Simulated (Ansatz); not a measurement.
Crystal: CoO.

```
Co O
1.0
     0.00000    2.13150    2.13150
     2.13150    0.00000    2.13150
     2.13150    2.13150    0.00000
Co O
1 1
Direct
  0.00000 0.00000 0.00000
  0.50000 0.50000 0.50000
```

| Quantity | Value |
| --- | --- |
| Program | Ansatz 0.2.0 |
| Task | relaxation of cell and atoms |
| Functional | PBE |
| Dispersion | D4 |
| Potentials or basis | all-electron LAPW, scalar-relativistic |
| Basis error allowed | 0.001 eV/atom |
| k mesh | 11 × 11 × 11 |
| Occupations | fermi-dirac, width 0.05 eV |
| Spin | collinear spin, ferromagnetic start |
| Starting moments | [2.0, 0.0] μB |

At the start: volume 9.68 Å³/atom.

Q: Where does the relaxation end?

A: Over 5 steps the energy falls by 4.8 meV/atom and the volume is 9.39 Å³/atom (-3.0 %); space group Fm-3m (No. 225, to 0.05 Å); moment 2.85 μB per cell.

Step by step:
```
step  energy change (eV)  largest force (eV/Å)  volume (Å³)
   1              0.0000                0.0000        19.37
   2             -0.0072                0.0000        19.07
   3             -0.0097                0.0000        18.76
   4             -0.0097                0.0000        18.78
   5             -0.0097                0.0000        18.78
```

Final structure:
```
CELL_PARAMETERS angstrom
0.00000 2.10961 2.10961
2.10961 0.00000 2.10961
2.10961 2.10961 0.00000
ATOMIC_POSITIONS crystal
Co 0.00000 0.00000 0.00000
O 0.50000 0.50000 0.50000
```

Caveat: a cell with one magnetic atom can't hold antiferromagnetic order, which such compounds often take.
